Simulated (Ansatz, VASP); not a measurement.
**Two plane-wave programs on GaSb**

Contents of INCAR:

```
  ALGO = Normal
  EDIFF = 1E-6
  EDIFFG = -0.002
  ENCUT = 600
  GGA = PE
  IBRION = 2
  ISIF = 3
  ISMEAR = 0
  LASPH = True
  LCHARG = False
  LREAL = False
  LWAVE = False
  NELM = 100
  NSW = 100
  PREC = Accurate
  SIGMA = 0.1
```

KPOINTS

```
k-points
0
Gamma
  12 12 12
```

POSCAR

```
GaSb
1.0
    0.0000000000      3.0600000000      3.0600000000
    3.0600000000      0.0000000000      3.0600000000
    3.0600000000      3.0600000000      0.0000000000
Ga Sb
1 1
Direct
    0.0000000000      0.0000000000      0.0000000000
    0.2500000000      0.2500000000      0.2500000000
```

Input for Ansatz:

```yaml
crystal:
  lattice:
    - [0.0, 3.06, 3.06]
    - [3.06, 0.0, 3.06]
    - [3.06, 3.06, 0.0]
  atoms:
    - { symbol: Ga, position: [0.0, 0.0, 0.0] }
    - { symbol: Sb, position: [0.25, 0.25, 0.25] }
basis:
  ecutwfc: 420
kpoints:
  mp_grid: { grid: [12, 12, 12] }
hamiltonian:
  xc: pbe
  pseudopotentials: { kind: paw, azcp: { folder: soft_1 } }
scf:
  occupations: { method: gaussian, width: 0.1 }
output:
  forces: true
  stress: true
  eigenvalues: true
relax:
  adjacent_minimum: "off"
  f_tol: 0.002
  max_steps: 80
  cell: { stress_tol: 0.02 }
```

The cell was built by a generator and needn't be a form met in nature.

Alike in both runs: task relaxation of cell and atoms; functional PBE; k mesh 12 × 12 × 12; occupations gaussian, width 0.1 eV; no spin polarisation.

|  | VASP | Ansatz |
| --- | --- | --- |
| version | VASP 6.6.1 | Ansatz 0.2.0 |
| potentials or method | VASP PAW PBE potentials, release 64 (Ga_d, Sb) | scalar-relativistic, plane waves, PAW |
| plane-wave cutoff (eV) | 600 | 420 |
| valence electrons in the cell | 18 | 28 |

```csv
,VASP,Ansatz,Ansatz less VASP
"gap on the k mesh at the Fermi level, each at its own relaxed structure (eV)",none,none,-
relaxed volume (Å³/atom),30.01,30.00,-0.010
relaxed cell length with the largest relative difference (Å),4.395,4.394,-0.0005
energy change over the relaxation (meV/atom),-10,-9,+0.4
```

A gap of «none» marks a metal or a gap that the smearing closes. The two sets of potentials don't hold the same shells in valence.

Caveats: this crystal is a semiconductor, whose small gap the functional closes, so the metal is an error of the method. The runs have no spin-orbit coupling, so splittings on Sb are missing.
